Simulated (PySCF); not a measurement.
**Assigning NMR signals**

Geometry (Å), atoms numbered from 1 in this order:
```xyz
9

C    -0.5265   -0.8534   -0.7223
C    -0.9286    0.3109   -0.1115
N     0.1835    0.7672    0.5475
C     1.1869   -0.1203    0.3116
N     0.7885   -1.1072   -0.4508
H    -1.1230   -1.5193   -1.3448
H    -1.8795    0.8367   -0.0859
H     0.2435    1.6075    1.1067
H     2.1880    0.0084    0.7238
```

Method: shielding tensors at B3LYP/pcSseg-2 (GIAO), structure optimised with PBE0-D3(BJ)/def2-SVP, couplings computed with B3LYP/pcJ-1, in PySCF 2.14 (one conformer, non-relativistic, no solvent).

δ = σ(ref) − σ, references computed at the same level: TMS for 13C and 1H.

**Question.** Assign these signals to the numbered atoms. 13C{1H} NMR (computed): δ 139.8, 139.4, 120.5.

**Answer.** 
```tsv
δ (ppm)	atoms	environment	reason
139.8	C4	aromatic CH between two ring heteroatoms	–
139.4	C1	aromatic CH next to a ring nitrogen	–
120.5	C2	aromatic CH next to a ring nitrogen	–
```

C4 and C1 lie closer than the usual error of such a calculation, so a measured spectrum could show them in the other order.

**Question.** Assign these signals to the numbered atoms. 1H NMR (300 MHz, computed): δ 8.48 (br s, 1H), 7.46 (d, J = 1.3 Hz, 1H), 7.34 (d, J = 1.5 Hz, 1H), 7.02 (t, J = 1.4 Hz, 1H).

**Answer.** 
```tsv
δ (ppm)	atoms	environment	reason
8.48	H8	hydrogen on a pyrrole-type ring nitrogen	exchangeable, gas-phase position
7.46	H9	hydrogen on an aromatic CH between two ring heteroatoms	the ring current deshields protons in the ring plane
7.34	H6	hydrogen on an aromatic CH next to a ring nitrogen	ring-current deshielding
7.02	H7	hydrogen on an aromatic CH next to a ring nitrogen	–
```

H9 and H6 lie closer than the usual error of such a calculation, so a measured spectrum could show them in the other order.

Exchangeable OH/NH protons stand at their gas-phase positions; hydrogen bonding in a real sample shifts them, mostly to higher δ. Multiplet labels drop couplings under 1 Hz and merge nearly equal ones. Unscaled 3J(H,H) at this level run about 10 % above measured values. Shifts are as computed. Against solution values, carbons near 30 ppm lie about +3 ppm off and those near 130 ppm about +8 ppm. Of 1211 compounds with measured shifts, 218 miss one by over three times the rms of a fit or turn the order of signals round; such compounds aren't used in these exercises. Couplings to exchangeable protons are dropped.
